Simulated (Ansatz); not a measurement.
## W(110) / 1 layer Mo(110) / W(110): resistance against film thickness

How does the resistance across the layers grow with the film in W(110) / 1 layer Mo(110) / W(110)?

Method: Ansatz plane-wave DFT, PBE, PAW files; ballistic transport by layer matching (Landauer), zero bias; PAW set soft_1, in Ansatz 0.2.0.

Report form: the programs' logs are mostly left out.

## 1. Set-up

The cell holds 10 atoms: 9 W and 1 Mo. Its edges and angles: a = 2.741 Å, b = 2.741 Å, c = 22.341 Å, α = 90.0°, β = 90.0°, γ = 109.5°. It derives from W and Mo. Regions: lead, 9 atoms (9 W); films, 1 atom (1 Mo). The structure is stacked along c, and the current runs across the ab planes.

## 2. With 1 layer

The film is laid into the lead at the lead's in-plane lattice, and the cell closes on the lead's own image. The mesh across the current, 28×28, is finer than the density's, because channels open and close sharply across the zone. Energies from -1 to 1 eV in steps of 0.036 eV cover the slope of the Fermi function at 300 K, so the program can form a conductance.

File input.yaml:

```yaml
crystal:
  lattice:
    - [1.5824, -2.2378515411, 0.0]
    - [1.5824, 2.2378515411, 0.0]
    - [0.0, 0.0, 22.3409678841]
  atoms:
    - { symbol: W, position: [0.0, 0.0, 0.0500840329] }
    - { symbol: W, position: [0.5, 0.5, 0.1502520987] }
    - { symbol: W, position: [0.0, 0.0, 0.2504201645] }
    - { symbol: W, position: [0.5, 0.5, 0.3505882303] }
    - { symbol: Mo, position: [0.0, 0.0, 0.4499159671] }
    - { symbol: W, position: [0.5, 0.5, 0.5492437039] }
    - { symbol: W, position: [0.0, 0.0, 0.6494117697] }
    - { symbol: W, position: [0.5, 0.5, 0.7495798355] }
    - { symbol: W, position: [0.0, 0.0, 0.8497479013] }
    - { symbol: W, position: [0.5, 0.5, 0.9499159671] }
kpoints:
  mp_grid: { grid: [14, 14, 2] }
hamiltonian:
  xc: pbe
  pseudopotentials: { kind: paw, azcp: { folder: soft_1 } }
scf:
  occupations: { method: fermi_dirac, width: 0.1 }
output:
  transmission: { leads: [[0, 1]], kmesh: [28, 28], e_range: [-1.0, 1.0], de: 0.036 }
  write_potential: true
  write_density: true
  volumetric_format: npy
  elf: true
```

The run is started by

```bash
> ansatz run input.yaml --threads 4 --pin off --max-ram 15360MiB --backend cpu --events-out ev --progress --plain --runs-dir out
```

It took 2.9 min on 4 threads of Intel Xeon Platinum 8488C (Sapphire Rapids), shared host; peak memory 1.5 GiB; 11 min of CPU time.

Numbers from this step:

- free energy: -98429.3591 eV
- energy at zero smearing: -98429.2735 eV
- Fermi energy: 22.34 eV
- cell area: 7.082 Å²
- step of the lead's potential: 1.1 meV
- ballistic conductance of the lead: 9.17e14 S/m²
- estimated errors of the lead's conductance: 0, 8.4, 0.1 % (band edges, k-mesh, distance from neutral)
- lead conductance per cell: 0.8380 G₀
- conductance of the junction: 8.48e14 S/m²
- junction conductance per cell: 0.7751 G₀
- estimated errors of the junction's conductance: 0.1, 0, 7.4, 0.3, 0.1 % (energy step, band edges, k-mesh, leads' steps, distance from neutral)
- area resistance that the stack adds (contact term taken off, spin by spin): 0.08851 fΩ m²

Per spin. The transmission, zone mean by energy, zero at the Fermi level:

```tsv
energy (eV)	transmission, zone mean
-1.000	0.801
-0.892	0.798
-0.820	0.775
-0.712	0.715
-0.640	0.723
-0.532	0.719
-0.424	0.727
-0.352	0.697
-0.244	0.642
-0.136	0.707
-0.064	0.746
0.008	0.778
0.044	0.801
0.116	0.850
0.224	0.966
0.332	1.01
0.404	1.08
0.512	1.20
0.620	1.26
0.692	1.26
0.800	1.29
0.872	1.33
0.980	1.43
```

Per spin. Open channels, zone mean, lead against energy, zero at the Fermi level:

```tsv
energy (eV)	open channels, zone mean, lead
-1.000	0.857
-0.964	0.860
-0.892	0.870
-0.856	0.870
-0.784	0.834
-0.748	0.811
-0.676	0.760
-0.640	0.763
-0.568	0.75
-0.532	0.788
-0.460	0.798
-0.424	0.788
-0.352	0.75
-0.316	0.747
-0.244	0.704
-0.208	0.689
-0.136	0.763
-0.100	0.788
-0.028	0.806
0.008	0.837
0.080	0.903
0.116	0.941
0.188	1.04
0.224	1.05
0.296	1.07
0.332	1.08
0.404	1.17
0.440	1.19
0.512	1.30
0.548	1.32
0.620	1.35
0.656	1.34
0.728	1.36
0.764	1.37
0.836	1.44
0.872	1.46
0.944	1.56
0.980	1.58
```

Transmission over k1 and k2. At 0.0080 eV from the Fermi level.

Ten even steps from '_' (0.00) to '@' (3.38), each cell a mean:
```
++++==::::::++____________--==++==__________::::::::==++
====::::::::++______________::::::__________::::::::::==
::::::::::::--______________________________::::::::::::
::------::**##====__________________::::::::::::::::::::
::------..##**++++++..____________::::::::::::::::::::::
::________++++++**++++::__________::::::::::::::________
..________..++++**%%####::::::::::====::::::::::________
______________==++%%%%##::::::::::--++++::::::::________
..______________--****::::------::::::==......______....
==::______________::::::--==++++==::::::____________==++
++++--____________::::::++++++++++::::::____________==++
==++==____________::::::==++++++--::::::______________--
..::::______......--::::::====--::::++++::______________
__________..::::::++==::::::::::::**%%%%++--____________
__________::::::::--++==::::::::::%%%%@@++++==__________
::________::::::::::::::__________--++++**++++++________
..........::::::::::::::____________::++++++****__::::::
::::::::::::::::::::::________________..++++####::------
::::::::::::::______________________________::--::::::::
----::::::::::__________......______________++::::::::--
++++==::::::::__________==++==::____________++::::::==++
@@++++::::::::__--______--++++++::______--__--::::::++++
```
Columns: k1 (b1) from -0.5 to 0.464; rows upwards: k2 (b2) from -0.5 to 0.464.

Open channels over k1 and k2. At 0.0080 eV from the Fermi level.

Ten even steps from '0' (0.00) to '9' (3.71), each cell a mean:
```
5542225000000455500000222245
4422225000000033300000222224
2222223000000000000000222222
2222277440000000002222222222
1333177555100000022222221111
2000055565520000022222220000
1000015569771111144222220000
0000000458872222224522220000
1000000036622333222411100011
5300000002224555422200000055
5540000002225555522200000055
5550000002224555422200000004
3330001113222444224420000000
0000012225422222268853000000
0000022223542222277955400000
3000022222220000035575550000
1111122222220000002555661222
2222222222200000000155882333
2222222000000000000000332222
3322222000001110000000522223
5542222000005553000000522245
9552222040005555400040322255
```
Columns: k1 (b1) from -0.5 to 0.464; rows upwards: k2 (b2) from -0.5 to 0.464.

Electrostatic potential energy in the ca plane at fractional y = 0.000, with atoms of W and Mo within 0.2 Å of it. With pseudopotentials it is smooth inside the atoms' cores, unlike the true potential.

Ten even steps from '0' (-28 eV) to '9' (23 eV), each cell a mean:
```
00158999998300038999998400017999999610015999
21379999999521258999999720148999999742137999
66799999999866689999999976689999999976679999
88999999999998999999999999999999999998899999
77899999999987899999999988899999999987789999
33589999999743479999999852369999999863358999
00159999998410148999999500027999999620026999
01148999997201027999998300006999999511115899
```
Columns run along c (16.0 Å, from fractional 0.04 to 0.76 of the cell; values clipped at the 3rd and 97th percentile), rows up along a (2.7 Å). Atoms in or near the plane, at fractional coordinates: W at (0.05, 0.00), W at (0.25, 0.00), Mo at (0.45, 0.00), W at (0.65, 0.00).

ELF in the ca plane at fractional y = 0.000, with atoms of W and Mo within 0.2 Å of it. It is the smooth field of the valence electrons, not physical close to the nuclei.

Values, 5 rows by 16 columns, each cell a mean:
```
0.58 0.37 0.38 0.37 0.53 0.48 0.39 0.39 0.40 0.66 0.35 0.38 0.36 0.55 0.47 0.40
0.39 0.37 0.36 0.41 0.35 0.33 0.41 0.38 0.32 0.38 0.36 0.36 0.41 0.36 0.33 0.41
0.33 0.45 0.38 0.45 0.35 0.37 0.43 0.40 0.39 0.28 0.44 0.38 0.45 0.34 0.39 0.42
0.52 0.34 0.35 0.39 0.43 0.37 0.40 0.37 0.32 0.52 0.33 0.35 0.38 0.45 0.36 0.40
0.46 0.40 0.40 0.37 0.48 0.49 0.40 0.40 0.45 0.61 0.38 0.40 0.37 0.48 0.48 0.41
```
Columns run along c (16.0 Å, from fractional 0.04 to 0.76 of the cell), rows up along a (2.7 Å). Atoms in or near the plane, at fractional coordinates: W at (0.05, 0.00), W at (0.25, 0.00), Mo at (0.45, 0.00), W at (0.65, 0.00).

Valence density in the ca plane at fractional y = 0.000, with atoms of W and Mo within 0.2 Å of it. It is the smooth field of the valence electrons, not physical close to the nuclei.

Ten even steps from '0' (0.3 e/Å³) to '9' (6.9 e/Å³), each cell a mean:
```
77510000000267620000000159830000000047751000
44200000000034300000000024410000000014420000
01000000000001000000000001000000000000100000
00000000000000000000000000000000000000000000
00000000000000000000000000000000000000000000
22100000000012100000000012200000000002210000
67410000000157510000000147620000000036630000
87610000000377730000000279940000000157761000
```
Columns run along c (16.0 Å, from fractional 0.04 to 0.76 of the cell), rows up along a (2.7 Å). Atoms in or near the plane, at fractional coordinates: W at (0.05, 0.00), W at (0.25, 0.00), Mo at (0.45, 0.00), W at (0.65, 0.00).

The lead's potential steps by 1.1 meV from period to period, small in itself. The program estimates the junction's conductance to 7.4 % from the k-mesh, 0.1 % from the leads' distance from neutral and 0.3 % from their steps.

By hand: 1/G − 1/G_lead = 1/0.8480 − 1/0.9168 = 0.0885 fΩ m² with G in 10¹⁵ S/m².

## 3. With 3 layers, k-mesh 14×14×1, film layers 3

The stack now holds 3 film layers; the k-mesh follows the cell, and the energies span -0.27 to 0.27 eV.

System of this step: W(110) / 3 layers Mo(110) / W(110). The cell holds 12 atoms: 9 W and 3 Mo. Its edges and angles: a = 2.741 Å, b = 2.741 Å, c = 26.742 Å, α = 90.0°, β = 90.0°, γ = 109.5°. It derives from W and Mo. Regions: lead, 9 atoms (9 W); films, 3 atoms (3 Mo). The structure is stacked along c, and the current runs across the ab planes.

File input.yaml:

```yaml
crystal:
  lattice:
    - [1.5824, -2.2378515411, 0.0]
    - [1.5824, 2.2378515411, 0.0]
    - [0.0, 0.0, 26.7415759124]
  atoms:
    - { symbol: W, position: [0.0, 0.0, 0.0418421777] }
    - { symbol: W, position: [0.5, 0.5, 0.125526533] }
    - { symbol: W, position: [0.0, 0.0, 0.2092108884] }
    - { symbol: W, position: [0.5, 0.5, 0.2928952437] }
    - { symbol: Mo, position: [0.0, 0.0, 0.375877555] }
    - { symbol: Mo, position: [0.5, 0.5, 0.4581578223] }
    - { symbol: Mo, position: [0.0, 0.0, 0.5404380896] }
    - { symbol: W, position: [0.5, 0.5, 0.623420401] }
    - { symbol: W, position: [0.0, 0.0, 0.7071047563] }
    - { symbol: W, position: [0.5, 0.5, 0.7907891116] }
    - { symbol: W, position: [0.0, 0.0, 0.874473467] }
    - { symbol: W, position: [0.5, 0.5, 0.9581578223] }
kpoints:
  mp_grid: { grid: [14, 14, 1] }
hamiltonian:
  xc: pbe
  pseudopotentials: { kind: paw, azcp: { folder: soft_1 } }
scf:
  occupations: { method: fermi_dirac, width: 0.1 }
output:
  transmission:
    leads: [[0, 1]]
    kmesh: [28, 28]
    e_range: [-0.27, 0.27]
    de: 0.036
  write_potential: true
  write_density: true
  volumetric_format: npy
```

Elapsed: 74 s, on 4 threads; peak memory 1.2 GiB.

This step gave:

```
free energy                                                                : -108341.4822 eV
energy at zero smearing                                                    : -108341.3768 eV
Fermi energy                                                               : 22.15 eV
step of the lead's potential                                               : 0.4 meV
estimated errors of the lead's conductance                                 : 0, 8.5, 0.1 % (band edges, k-mesh, distance from neutral)
conductance of the junction                                                : 7.91e14 S/m²
junction conductance per cell                                              : 0.7232 G₀
estimated errors of the junction's conductance                             : 0, 0, 6.7, 0.1, 0.1 % (energy step, band edges, k-mesh, leads' steps, distance from neutral)
area resistance that the stack adds (contact term taken off, spin by spin) : 0.1731 fΩ m²
```

Per spin. The transmission, zone mean by energy, zero at the Fermi level:

```tsv
energy (eV)	transmission, zone mean
-0.270	0.608
-0.234	0.610
-0.198	0.621
-0.162	0.641
-0.126	0.666
-0.090	0.691
-0.054	0.702
-0.018	0.713
0.018	0.727
0.054	0.747
0.090	0.764
0.126	0.812
0.162	0.859
0.198	0.877
0.234	0.916
0.270	0.931
```

The conductance of the junction is 7.9e14 S/m², 6.7 % under the 8.5e14 S/m² of the last finished run, within the error estimates, leads' steps apart, of 7.4 and 6.7 %.

## 4. With 5 layers, k-mesh 14×14×1, film layers 5

The stack now holds 5 film layers; the k-mesh follows the cell, and the energies span -0.27 to 0.27 eV.

System of this step: W(110) / 5 layers Mo(110) / W(110). The cell holds 14 atoms: 9 W and 5 Mo. Cell: a = 2.741 Å, b = 2.741 Å, c = 31.142 Å, α = 90.0°, β = 90.0°, γ = 109.5°. It derives from W and Mo. Regions: lead, 9 atoms (9 W); films, 5 atoms (5 Mo). The structure is stacked along c, and the current runs across the ab planes.

input.yaml, the sections that differ from step 3:

```yaml
crystal:
  lattice:
    - [1.5824, -2.2378515411, 0.0]
    - [1.5824, 2.2378515411, 0.0]
    - [0.0, 0.0, 31.1421839407]
  atoms:
    - { symbol: W, position: [0.0, 0.0, 0.0359295858] }
    - { symbol: W, position: [0.5, 0.5, 0.1077887575] }
    - { symbol: W, position: [0.0, 0.0, 0.1796479291] }
    - { symbol: W, position: [0.5, 0.5, 0.2515071007] }
    - { symbol: Mo, position: [0.0, 0.0, 0.3227634321] }
    - { symbol: Mo, position: [0.5, 0.5, 0.3934169231] }
    - { symbol: Mo, position: [0.0, 0.0, 0.4640704142] }
    - { symbol: Mo, position: [0.5, 0.5, 0.5347239052] }
    - { symbol: Mo, position: [0.0, 0.0, 0.6053773963] }
    - { symbol: W, position: [0.5, 0.5, 0.6766337276] }
    - { symbol: W, position: [0.0, 0.0, 0.7484928993] }
    - { symbol: W, position: [0.5, 0.5, 0.8203520709] }
    - { symbol: W, position: [0.0, 0.0, 0.8922112425] }
    - { symbol: W, position: [0.5, 0.5, 0.9640704142] }
# kpoints, hamiltonian, scf, output: as in step 3
```

Elapsed: 81 s, on 4 threads; peak memory 1.5 GiB; 4.9 min of CPU time.

This step gave:

```
free energy                                                                : -118253.5967 eV
energy at zero smearing                                                    : -118253.4687 eV
Fermi energy                                                               : 21.99 eV
step of the lead's potential                                               : 0.8 meV
ballistic conductance of the lead                                          : 9.06e14 S/m²
estimated errors of the lead's conductance                                 : 0, 8.4, 1.3 % (band edges, k-mesh, distance from neutral)
lead conductance per cell                                                  : 0.8282 G₀
conductance of the junction                                                : 8.23e14 S/m²
junction conductance per cell                                              : 0.7520 G₀
estimated errors of the junction's conductance                             : 0.1, 0, 7.2, 0.2, 0.6 % (energy step, band edges, k-mesh, leads' steps, distance from neutral)
area resistance that the stack adds (contact term taken off, spin by spin) : 0.1118 fΩ m²
```

Per spin. Table of transmission, zone mean by energy, zero at the Fermi level:

```tsv
energy (eV)	transmission, zone mean
-0.270	0.660
-0.234	0.646
-0.198	0.641
-0.162	0.658
-0.126	0.681
-0.090	0.716
-0.054	0.738
-0.018	0.745
0.018	0.761
0.054	0.769
0.090	0.779
0.126	0.790
0.162	0.834
0.198	0.871
0.234	0.900
0.270	0.927
```

The conductance of the junction is 8.2e14 S/m², 4.0 % over the 7.9e14 S/m² of the last finished run, within the error estimates, leads' steps apart, of 6.7 and 7.2 %.

## 5. With 7 layers, k-mesh 14×14×1, film layers 7

The stack now holds 7 film layers; the k-mesh follows the cell, and the energies span -0.27 to 0.27 eV.

System of this step: W(110) / 7 layers Mo(110) / W(110). The cell holds 16 atoms: 9 W and 7 Mo. Its edges and angles: a = 2.741 Å, b = 2.741 Å, c = 35.543 Å, α = 90.0°, β = 90.0°, γ = 109.5°. It derives from W and Mo. Regions: lead, 9 atoms (9 W); films, 7 atoms (7 Mo). The structure is stacked along c, and the current runs across the ab planes.

input.yaml, the sections that differ from step 4:

```yaml
crystal:
  lattice:
    - [1.5824, -2.2378515411, 0.0]
    - [1.5824, 2.2378515411, 0.0]
    - [0.0, 0.0, 35.5427919691]
  atoms:
    - { symbol: W, position: [0.0, 0.0, 0.0314810882] }
    - { symbol: W, position: [0.5, 0.5, 0.0944432647] }
    - { symbol: W, position: [0.0, 0.0, 0.1574054412] }
    - { symbol: W, position: [0.5, 0.5, 0.2203676177] }
    - { symbol: Mo, position: [0.0, 0.0, 0.2828015925] }
    - { symbol: Mo, position: [0.5, 0.5, 0.3447073656] }
    - { symbol: Mo, position: [0.0, 0.0, 0.4066131387] }
    - { symbol: Mo, position: [0.5, 0.5, 0.4685189118] }
    - { symbol: Mo, position: [0.0, 0.0, 0.5304246848] }
    - { symbol: Mo, position: [0.5, 0.5, 0.5923304579] }
    - { symbol: Mo, position: [0.0, 0.0, 0.654236231] }
    - { symbol: W, position: [0.5, 0.5, 0.7166702058] }
    - { symbol: W, position: [0.0, 0.0, 0.7796323823] }
    - { symbol: W, position: [0.5, 0.5, 0.8425945588] }
    - { symbol: W, position: [0.0, 0.0, 0.9055567353] }
    - { symbol: W, position: [0.5, 0.5, 0.9685189118] }
# kpoints, hamiltonian, scf, output: as in step 4
```

It took 89 s on 4 threads; peak memory 1.8 GiB; 5.2 min of CPU time.

Numbers from this step:

```
free energy                                                                : -128165.7047 eV
energy at zero smearing                                                    : -128165.5429 eV
Fermi energy                                                               : 21.91 eV
ballistic conductance of the lead                                          : 9.21e14 S/m²
estimated errors of the lead's conductance                                 : 0, 8.4, 0.3 % (band edges, k-mesh, distance from neutral)
lead conductance per cell                                                  : 0.8416 G₀
conductance of the junction                                                : 8.15e14 S/m²
junction conductance per cell                                              : 0.7446 G₀
estimated errors of the junction's conductance                             : 0.1, 0.1, 7.1, 0.2, 0.1 % (energy step, band edges, k-mesh, leads' steps, distance from neutral)
area resistance that the stack adds (contact term taken off, spin by spin) : 0.1416 fΩ m²
```

Per spin. Transmission, zone mean against energy, zero at the Fermi level:

```tsv
energy (eV)	transmission, zone mean
-0.270	0.621
-0.234	0.634
-0.198	0.640
-0.162	0.657
-0.126	0.696
-0.090	0.728
-0.054	0.732
-0.018	0.739
0.018	0.752
0.054	0.742
0.090	0.771
0.126	0.787
0.162	0.820
0.198	0.850
0.234	0.886
0.270	0.938
```

The conductance of the junction is 8.1e14 S/m², 0.99 % under the 8.2e14 S/m² of the last finished run, within the error estimates, leads' steps apart, of 7.2 and 7.1 %.

(Part 1 of 2 ends here.)

[Logs are printed without paths, hosts, clocks, repeated set-up lines and the standing remarks that a program may print on its own settings, such as how far it seeks lower states.]

[Hosts, paths, dates, database ids (printed as entryN), source tags and the programs' standing remarks are cut or masked in the printed files.]
